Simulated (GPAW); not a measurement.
Crystal: HfO2.

```
CELL_PARAMETERS angstrom
0.00000 2.55750 2.55750
2.55750 0.00000 2.55750
2.55750 2.55750 0.00000
ATOMIC_POSITIONS crystal
Hf 0.00000 0.00000 0.00000
O 0.75000 0.75000 0.75000
O 0.25000 0.25000 0.25000
```

Measurements of this composition are mostly on another form, of space group No. 14.

```yaml
Program: GPAW 26.7.0
Task: relaxation of cell and atoms
Functional: BLYP
Dispersion: D4
Potentials_or_basis: PAW data sets generated in the run's folder for this functional
Cutoff: 800 eV
Basis: pw
k_mesh: 9 × 9 × 9
Occupations: fermi-dirac, width 0.05 eV
Spin: no spin polarisation
```

At the start: pressure -4.1 GPa; volume 11.15 Å³/atom.

Problem. Where does the relaxation end?

Solution. Over 3 steps the energy falls by 2.2 meV/atom and the volume is 10.96 Å³/atom (-1.7 %); space group Fm-3m (No. 225, to 0.05 Å).

Step by step:
| step | energy change (eV) | largest force (eV/Å) | pressure (GPa) | volume (Å³) |
| --- | --- | --- | --- | --- |
| 1 | 0.0000 | 0.0000 | -4.06 | 33.46 |
| 2 | -0.0028 | 0.0000 | -3.11 | 33.32 |
| 3 | -0.0066 | 0.0000 | 0.07 | 32.89 |

Final structure:
```
Hf O
1.0
     0.00000    2.54298    2.54298
     2.54298    0.00000    2.54298
     2.54298    2.54298    0.00000
Hf O
1 2
Direct
  0.00000 0.00000 0.00000
  0.75000 0.75000 0.75000
  0.25000 0.25000 0.25000
```

Caveat: later steps reuse the first step's grids.
